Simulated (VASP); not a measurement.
Set up this calculation in VASP 6.6.1, as the native input.

```
Task                   : band structure
Functional             : PBEsol
Potentials or basis    : VASP PAW PBE potentials, release 64 (Al, Ga_d, N)
Cutoff                 : 520 eV
k mesh                 : 6 × 6 × 6
Occupations            : gaussian, width 0.03 eV
Spin                   : no spin polarisation
Further INCAR settings : ALGO = Normal; EDIFF = 1e-07; NBANDS = 66
```

The structure of AlGaN2 lies in POSCAR:

```
AlGaN2                                  
1.0
   -0.0028029421      0.0000000000     -5.0929249744
    3.1430093609      5.4476061981      0.0017233625
    3.1430093609     -5.4476061981      0.0017233625
  Al              Ga              N             
     4     4     8
Direct
     0.0020817847228332    0.1681388484482223    0.3352203379643127
     0.0021472231660705    0.1664709785734226    0.8319365142464962
     0.5021472231660705    0.3319365142464962    0.6664709785734225
     0.5020817847228332    0.8352203379643127    0.6681388484482224
     0.0014373415015823    0.6669801064421974    0.3346159197710552
     0.0012696748834378    0.6653876224458771    0.8313956135382404
     0.5012696748834379    0.3313956135382405    0.1653876224458770
     0.5014373415015824    0.8346159197710552    0.1669801064421975
     0.6296505808294720    0.1707346011663150    0.3404957080263127
     0.6277275180812031    0.1636149013206832    0.8265318811747870
     0.6189220097690665    0.6694802390948386    0.3397365808927696
     0.6167638670463345    0.6629127761281796    0.8263473707662902
     0.1277275180812031    0.3265318811747870    0.6636149013206832
     0.1167638670463345    0.3263473707662901    0.1629127761281796
     0.1296505808294720    0.8404957080263128    0.6707346011663150
     0.1189220097690666    0.8397365808927697    0.1694802390948384
```

The cell was built by a generator and needn't be a form met in nature.

The input as run:

INCAR

```
PREC     = Accurate       # precision mode
ENCUT    = 520            # plane-wave cutoff, eV
EDIFF    = 1E-7           # SCF threshold, eV
ISMEAR   = 0              # smearing method
SIGMA    = 0.03           # smearing width, eV
LREAL    = False          # projectors in reciprocal space
LASPH    = True           # aspherical terms in the spheres
NELM     = 80             # most SCF steps
ALGO     = Normal         # electronic algorithm
ISIF     = 2              # what is computed and relaxed
LWAVE    = False          # write WAVECAR
LCHARG   = False          # write CHGCAR
GGA      = PS             # functional
NBANDS   = 66             # bands
ICORELEVEL= 1            
LUSENCCL = False
```

KPOINTS

```
Automatic mesh
0
Gamma
  6 6 6
```

KPOINTS_OPT

```
explicit points
6
Reciprocal
 0.0000000000  0.0000000000  0.0000000000 1
 0.5000000000  0.0000000000  0.0000000000 1
 0.5000000000  0.3333333333  0.3333333333 1
 0.0000000000  0.3333333333  0.3333333333 1
 0.5000000000  0.5000000000  0.0000000000 1
 0.0000000000  0.5000000000  0.0000000000 1
```

Potentials or basis: VASP PAW PBE potentials, release 64 (Al, Ga_d, N).

Command:

```sh
$ cat potpaw_PBE.64/Al/POTCAR potpaw_PBE.64/Ga_d/POTCAR potpaw_PBE.64/N/POTCAR > POTCAR
$ mpirun -np 1 vasp_std > vasp.out
```

Results of the run:

```yaml
Pressure: 0.2 GPa
Largest_force: 0.006 eV/Å
Band_gap_on_the_k_mesh: 2.97 eV, direct
Band_gap_along_the_path: 2.97 eV, direct
```

Caveat: the PAW data sets were made with another functional, which shifts forces and pressure a little.

It took 15 min on 1 × NVIDIA H100 80GB with 1 thread of AMD EPYC 7R13 Processor (Zen 3), with other jobs on the host, peak memory 2 GiB.
